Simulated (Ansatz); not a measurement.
BP (space group F-43m) relaxed with several functionals in Ansatz (plane waves to 420 eV, scalar-relativistic PAW, no spin-orbit coupling, symmetry kept). The database cell has 11.68 Å³/atom; its temperature or method isn't stated, so the comparison with it is no error of the functional. No moments.

```csv
functional,conventional cell,V (Å³/atom),against the database cell (%),gap on mesh (eV),largest moment (μB)
PBE,"a = 4.548 Å, b = 4.548 Å, c = 4.548 Å, α = 90.00°, β = 90.00°, γ = 90.00°",11.76,0.7,1.25,0.00
PBEsol,"a = 4.520 Å, b = 4.520 Å, c = 4.520 Å, α = 90.00°, β = 90.00°, γ = 90.00°",11.54,-1.2,1.12,0.00
PBE+D3(BJ),"a = 4.508 Å, b = 4.508 Å, c = 4.508 Å, α = 90.00°, β = 90.00°, γ = 90.00°",11.45,-2.0,1.22,0.00
```